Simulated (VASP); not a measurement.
# ZnCu (F-43m) in VASP: notebook, part 2 of 2

VASP 6.6.1.

**4. Electron localisation function, AM05 (atoms moved at random, drawn with an rms of 0.15 Å)**

File INCAR:

```
ALGO = Normal
EDIFF = 1E-7
ENCUT = 520
GGA = AM
ISIF = 2
ISMEAR = 0
LASPH = True
LCHARG = True
LELF = True
LREAL = False
LWAVE = False
NBANDS = 38
NELM = 60
PREC = Accurate
SIGMA = 0.05
```

File KPOINTS:

```
k-points
0
Gamma
  10 10 10
```

File POSCAR:

```
ZnCu
3.9252
    0.000000000000      0.707107918068      0.707107918068
    0.707107918068      0.000000000000      0.707107918068
    0.707107918068      0.707107918068      0.000000000000
Zn Cu
1 1
Direct
   -0.0082590000      0.0033940000      0.0002670000
    0.3063230000      0.1883860000      0.2589120000
```

Potentials or basis: VASP PAW PBE potentials, release 64 (Zn, Cu_pv).

Started as:

```sh
> cat potpaw_PBE.64/Zn/POTCAR potpaw_PBE.64/Cu_pv/POTCAR > POTCAR
> mpirun -np 1 vasp_std > vasp.out
```

OUTCAR:

```text
EDIFF = 1E-7
   ENCUT = 520
   GGA = AM
   ISIF = 2
   ISMEAR = 0
   LASPH = True
   LREAL = False
   NELM = 60
   PREC = Accurate

 ion  position               nearest neighbor table
   1  0.992  0.003  0.000-   2 2.20   2 2.39   2 2.44   2 2.62
   2  0.306  0.188  0.259-   1 2.20   1 2.39   1 2.44   1 2.62

  LATTYP: Found a face centered cubic cell.
 ALAT       =     5.5510800000

  Lattice vectors:

 A1 = (   0.0000000000,   2.7755400000,   2.7755400000)
[... 886 lines left out ...]
------------------------ aborting loop because EDIFF is reached ----------------------------------------

  FORCE on cell =-STRESS in cart. coord.  units (eV):
  Direction    XX          YY          ZZ          XY          YZ          ZX
  --------------------------------------------------------------------------------------
  -------------------------------------------------------------------------------------
  Total       -0.3951436     -0.5483274     -0.1605587     -0.4608117      1.0886171     -1.3998552
  in kB      -14.8044760    -20.5436711     -6.0155039    -17.2648010     40.7862026    -52.4470705
  external PRESSURE =     -13.7878837 kB  Pullay stress =       0.0000000 kB

 VOLUME and BASIS-vectors are now :
 -----------------------------------------------------------------------------
  energy-cutoff  :      520.00
  volume of cell :       42.76
      direct lattice vectors                 reciprocal lattice vectors
     0.000000000  2.775540000  2.775540000    -0.180145125  0.180145125  0.180145125
     2.775540000  0.000000000  2.775540000     0.180145125 -0.180145125  0.180145125
     2.775540000  2.775540000  0.000000000     0.180145125  0.180145125 -0.180145125

 POSITION                                       TOTAL-FORCE (eV/Angst)
 -----------------------------------------------------------------------------------
      0.01016      2.75336      2.76204        -0.762674      0.933666      0.559373
      1.24149      1.56883      1.37308         0.762674     -0.933666     -0.559373
 -----------------------------------------------------------------------------------
    total drift:                               -0.000035     -0.000456      0.000515

  FREE ENERGIE OF THE ION-ELECTRON SYSTEM (eV)
  ---------------------------------------------------
  free  energy   TOTEN  =        -3.6713127399 eV

  energy  without entropy=       -3.6708081814  energy(sigma->0) =       -3.67106046
```

OSZICAR:

```text
N       E                     dE             d eps       ncg     rms          rms(c)
DAV:   1     0.274543177675E+03    0.27454E+03   -0.15632E+04 44070   0.105E+03
DAV:   2     0.174554773079E+02   -0.25709E+03   -0.23523E+03 38428   0.306E+02
DAV:   3    -0.400418911974E+01   -0.21460E+02   -0.20977E+02 43756   0.869E+01
DAV:   4    -0.434283922249E+01   -0.33865E+00   -0.33838E+00 43984   0.113E+01
DAV:   5    -0.434631691251E+01   -0.34777E-02   -0.34769E-02 44432   0.108E+00    0.839E+00
DAV:   6    -0.462242364991E+01   -0.27611E+00   -0.13257E+01 47912   0.301E+01    0.120E+01
DAV:   7    -0.368902171100E+01    0.93340E+00   -0.20007E+00 46378   0.232E+01    0.250E+00
DAV:   8    -0.367535280122E+01    0.13669E-01   -0.24585E-01 49504   0.398E+00    0.102E+00
DAV:   9    -0.367145428819E+01    0.38985E-02   -0.35524E-02 48428   0.158E+00    0.140E-01
DAV:  10    -0.367132215795E+01    0.13213E-03   -0.17765E-03 47630   0.400E-01    0.659E-02
DAV:  11    -0.367131113784E+01    0.11020E-04   -0.21122E-04 47494   0.120E-01    0.169E-02
DAV:  12    -0.367131271080E+01   -0.15730E-05   -0.77076E-06 43980   0.171E-02    0.519E-03
DAV:  13    -0.367131273988E+01   -0.29086E-07   -0.80239E-07 45286   0.628E-03
   1 F= -.36713127E+01 E0= -.36710605E+01  d E =-.504558E-03
```

It took 9.2 min on 1 thread of Intel Xeon 6975P-C (Granite Rapids), shared host; peak memory 0.67 GiB.

Results:

```
Free energy            : -3.6713 eV
Pressure               : -1.4 GPa
Largest force          : 1.329 eV/Å
Band gap on the k mesh : none (metal or under the smearing width)
```

Forces in eV/Å, atoms in the order of the input:
```
Zn  -0.763  0.934  0.559
Cu   0.763 -0.934 -0.559
```

Stress tensor (GPa, compression positive):
```
-1.48 -1.73 -5.24
-1.73 -2.05  4.08
-5.24  4.08 -0.60
```

Levels at points of the mesh, in eV from the Fermi level:
| k point | band 12 | band 13 | band 14 | band 15 | band 16 | band 17 | band 18 | band 19 |
| --- | --- | --- | --- | --- | --- | --- | --- | --- |
| (0.00, 0.00, 0.00) | -2.55 | -2.27 | -2.26 | 6.81 | 7.51 | 7.79 | 8.46 | 8.72 |
| (0.50, 0.00, 0.00) | -2.43 | -2.27 | -2.20 | -1.78 | 4.87 | 5.44 | 8.41 | 9.22 |
| (0.00, 0.50, 0.00) | -2.27 | -2.20 | -1.97 | -1.71 | 5.06 | 5.66 | 8.27 | 8.91 |
| (0.00, 0.00, 0.50) | -2.30 | -2.26 | -2.17 | -1.74 | 4.83 | 5.77 | 8.19 | 8.90 |
| (0.50, 0.50, 0.50) | -2.30 | -2.22 | -2.14 | -1.73 | 4.82 | 5.82 | 8.13 | 8.92 |
| (0.50, 0.50, 0.00) | -2.28 | -2.23 | -1.50 | -1.03 | 2.47 | 2.65 | 5.97 | 6.17 |
| (0.00, 0.50, 0.50) | -2.27 | -2.22 | -1.49 | -1.01 | 2.49 | 2.56 | 6.00 | 6.20 |
| (0.50, 0.00, 0.50) | -2.28 | -2.21 | -1.48 | -1.00 | 2.46 | 2.55 | 6.00 | 6.24 |

Caveat: the PAW data sets were made with another functional, which shifts forces and pressure a little.

**5. The runs side by side**

| task | level | potentials or basis | cell | k mesh | cutoff (eV) | smearing | other keys | gap on the mesh (eV) | pressure (GPa) | relaxed volume (Å³/atom) |
| --- | --- | --- | --- | --- | --- | --- | --- | --- | --- | --- |
| relaxation of cell and atoms | PBE | VASP PAW PBE potentials, release 64 (Zn, Cu) | relaxed | 8 × 8 × 8 | 600 | methfessel-paxton 0.1 eV | - | none | 0.1 | 21.56 |
| relaxation of cell and atoms | PBEsol | VASP PAW PBE potentials, release 64 (Zn, Cu) | relaxed | 8 × 8 × 8 | 600 | methfessel-paxton 0.1 eV | - | none | 0.1 | 20.08 |
| electron localisation function | AM05 | VASP PAW PBE potentials, release 64 (Zn, Cu_pv) | atoms moved at random, drawn with an rms of 0.15 Å | 10 × 10 × 10 | 520 | gaussian 0.05 eV | k = 10 × 10 × 10; NBANDS = 38 | none | -1.4 | - |

Alike in all rows: no spin polarisation.

Caveats: the PAW data sets were made with another functional, which shifts forces and pressure a little (some runs).

Absolute energies hang on the potentials; compare differences alone.
